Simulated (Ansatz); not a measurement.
Relativity in Ga

```
Ga
1.0
    -1.40400    1.40400    2.22900
     1.40400   -1.40400    2.22900
     1.40400    1.40400   -2.22900
Ga
1
Direct
  0.00000 0.00000 0.00000
```

The cell is COD entry 9012723, as deposited and not checked against the literature; nothing was relaxed.

One fixed cell is solved with PBE by full-potential LAPW in Ansatz 0.2.0 under different relativistic treatments. Pressure is positive in compression.

The runs use a Γ-centred 16×16×16 k mesh, Fermi–Dirac smearing of 0.03 eV, basis error target 1 meV/atom, no spin polarisation.

| setting | P (GPa) | lowest level at Γ above −25 eV, from the valence-band top or, without a gap, the Fermi level (eV) |
| --- | --- | --- |
| scalar-relativistic | 4.50 | ? |
| non-relativistic | 4.53 | ? |
| with spin–orbit coupling | 4.48 | -15.20 |

Q: Give the missing entry: row "non-relativistic", column "lowest level at Γ above −25 eV, from the valence-band top or, without a gap, the Fermi level (eV)".

A: -15.67.

Q: What belongs in the row "scalar-relativistic", column "lowest level at Γ above −25 eV, from the valence-band top or, without a gap, the Fermi level (eV)"?

A: -15.04.
